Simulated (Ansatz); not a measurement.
Molecular dynamics on a 2×2×1 supercell (12 atoms) of PbI2 (CdI2 type), relaxed with r2SCAN+rVV10. Forces come from PBEsol in Ansatz: a Langevin thermostat at fixed volume, 1300 K, steps of 1.5 fs. Spin polarisation is off, nuclei are classical, and the run is far too short for thermal averages.

```yaml
crystal:
  lattice:
    - [9.1281635007, 0.0, 0.0]
    - [-4.5640817504, 7.9052214815, 0.0]
    - [0.0, 0.0, 7.0475120173]
  atoms:
    - { symbol: Pb, position: [0.0, 0.0, 0.0] }
    - { symbol: I, position: [0.1666666667, 0.3333333333, 0.266706802] }
    - { symbol: I, position: [0.3333333333, 0.1666666667, 0.733293198] }
    - { symbol: Pb, position: [0.0, 0.5, 0.0] }
    - { symbol: I, position: [0.1666666667, 0.8333333333, 0.266706802] }
    - { symbol: I, position: [0.3333333333, 0.6666666667, 0.733293198] }
    - { symbol: Pb, position: [0.5, 0.0, 0.0] }
    - { symbol: I, position: [0.6666666667, 0.3333333333, 0.266706802] }
    - { symbol: I, position: [0.8333333333, 0.1666666667, 0.733293198] }
    - { symbol: Pb, position: [0.5, 0.5, 0.0] }
    - { symbol: I, position: [0.6666666667, 0.8333333333, 0.266706802] }
    - { symbol: I, position: [0.8333333333, 0.6666666667, 0.733293198] }
kpoints:
  mp_grid: { grid: [3, 3, 2] }
hamiltonian:
  xc: pbesol
scf:
  occupations: { method: fermi_dirac, width: 0.112 }
md:
  ensemble: nvt_langevin
  temperature: 1300
  timestep: 1.5
  n_steps: 20
  initial_velocities: maxwell_boltzmann
  seed: 3417
```

Command: `ansatz run input.yaml --threads 4 --pin off --max-ram 3686MiB --backend cpu --events-out ev --progress --plain --runs-dir out`. Wall time 3.3 min on 4 threads of Arm Neoverse V2, with other jobs on the host, load about 0.5 per core; peak host memory 1.8 GiB.

```tsv
step	t (fs)	T (K)	free energy F from step 0 (meV/atom)	kinetic energy (meV/atom)	largest force (eV/Å)
0	0	1192	0.0	154.0	0.11
1	1.5	1295	0.0	167.3	0.13
2	3	1217	0.1	157.4	0.15
3	4.5	1273	0.2	164.5	0.16
4	6	1287	0.6	166.3	0.18
5	7.5	1244	1.0	160.9	0.19
6	9	1164	1.5	150.5	0.20
7	10.5	1175	2.2	151.9	0.25
8	12	1077	3.0	139.3	0.31
9	13.5	1018	3.9	131.5	0.36
10	15	1189	4.9	153.7	0.42
11	16.5	1172	6.1	151.5	0.48
12	18	1113	7.4	143.8	0.55
13	19.5	1038	8.8	134.1	0.62
14	21	1023	10.3	132.2	0.69
15	22.5	1045	11.9	135.0	0.76
16	24	932	13.6	120.5	0.84
17	25.5	907	15.4	117.3	0.91
18	27	991	17.5	128.1	0.99
19	28.5	1004	19.8	129.8	1.08
20	30	1139	22.3	147.3	1.17
```

The temperature starts at 1192 K, is lowest at step 17 (907 K, 25.5 fs) and ends at 1139 K. By the last step the atoms have moved 0.13 Å in the root mean square, the drift of the whole cell taken out, 0.29 Å at most.

Positions (Å) and forces (eV/Å) at step 20:
```
Pb   0.064   0.023  -0.041    -0.274   0.046   0.062
I   -0.100   2.590   1.907     0.147  -0.006  -0.320
I    2.245   1.387   5.114     0.057  -0.154   0.015
Pb  -2.336   4.070  -0.023    -0.071  -0.498   0.290
I   -2.209   6.649   1.821    -0.265  -0.065   0.229
I   -0.083   5.440   5.392     0.177  -0.711  -0.913
Pb   4.584  -0.036  -0.011     0.169   0.688   0.391
I    4.564   2.570   1.801    -0.121   0.334   0.076
I    6.783   1.302   5.233     0.249   0.104  -0.063
Pb   2.264   3.895  -0.063     0.078   0.036   0.403
I    2.321   6.589   1.854    -0.008  -0.020  -0.180
I    4.568   5.130   5.128    -0.138   0.244   0.012
```
